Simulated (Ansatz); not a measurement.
```xyz
12
Lattice="2.9923 0.0000 0.0000 -1.4961 2.5914 0.0000 0.0000 0.0000 17.2585" Properties=species:S:1:pos:R:3 pbc="T T T"
Ti     0.0000     0.0000     0.0000
Ti     0.0000     0.0000     8.6293
Ti     0.0000     1.7276     2.3622
Ti     1.4961     0.8638    10.9915
Ti     1.4961     0.8638    14.8963
Ti     0.0000     1.7276     6.2670
Si     0.0000     0.0000     4.3146
Si     0.0000     0.0000    12.9439
C      0.0000     1.7276     9.8847
C      1.4961     0.8638     1.2554
C      1.4961     0.8638     7.3738
C      0.0000     1.7276    16.0031
```

No spin polarisation.

Method: PBE (Ansatz, a first-principles code; PAW; 420 eV plane waves; no spin-orbit coupling). Γ-centred 14×14×3 mesh, Fermi–Dirac width 0.05 eV.

Task: Predict the pressure, band gap and space group.

Result: The pressure (mean of the normal stresses, compression positive) comes out as 17.4 GPa. The band gap is zero and the space group comes out as P6_3/mmc (No. 194).

The cells carry an imposed strain or load. Stability against distortions was not tested. The final runs are not spin-polarised. The cell was made from Ti₃SiC₂ (space group P6_3/mmc, No. 194) by this change: isotropic strain −2.62 %.
